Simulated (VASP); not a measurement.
A run of VASP 6.6.1 is set up as follows.

INCAR

```
  PREC = Accurate
  ENCUT = 600
  EDIFF = 1E-6
  ISMEAR = 0
  SIGMA = 0.03
  LREAL = F
  LASPH = T
  NELM = 80
  ALGO = Normal
  ISIF = 3
  LWAVE = F
  LCHARG = F
  GGA = PE
  IBRION = 2
  NSW = 90
  EDIFFG = -0.01
  KPAR = 4
```

Contents of KPOINTS:

```
regular mesh
0
Gamma
  6 6 6
```

POSCAR

```
Al2ZnO4
1.0
    0.0000000000      4.0427000000      4.0427000000
    4.0427000000      0.0000000000      4.0427000000
    4.0427000000      4.0427000000      0.0000000000
Al Zn O
4 2 8
Direct
    0.1250000000      0.1250000000      0.1250000000
    0.6250000000      0.1250000000      0.1250000000
    0.1250000000      0.1250000000      0.6250000000
    0.1250000000      0.6250000000      0.1250000000
    0.7500000000      0.7500000000      0.7500000000
    0.5000000000      0.5000000000      0.5000000000
    0.8894000000      0.8894000000      0.8894000000
    0.9182000000      0.3606000000      0.3606000000
    0.8894000000      0.8894000000      0.3318000000
    0.3606000000      0.9182000000      0.3606000000
    0.3318000000      0.8894000000      0.8894000000
    0.3606000000      0.3606000000      0.3606000000
    0.8894000000      0.3318000000      0.8894000000
    0.3606000000      0.3606000000      0.9182000000
```

Potentials or basis: VASP PAW PBE potentials, release 64 (Al, Zn, O).

Launch:

```console
$ cat potpaw_PBE.64/Al/POTCAR potpaw_PBE.64/Zn/POTCAR potpaw_PBE.64/O/POTCAR > POTCAR
$ mpirun -np 4 vasp_std > vasp.out
```

(1) Estimate the relaxed volume.

(2) What does it give for the relaxed cell?

(3) What does it give for the space group after relaxing (to 0.05 Å)?

(4) What does it give for the band gap on the k mesh?

Results:

(1) 9.75 Å³/atom.

(2) a = 5.779 Å, b = 5.779 Å, c = 5.779 Å, α = 60.00°, β = 60.00°, γ = 60.00°.

(3) Fd-3m (No. 227).

(4) 3.85 eV, direct.
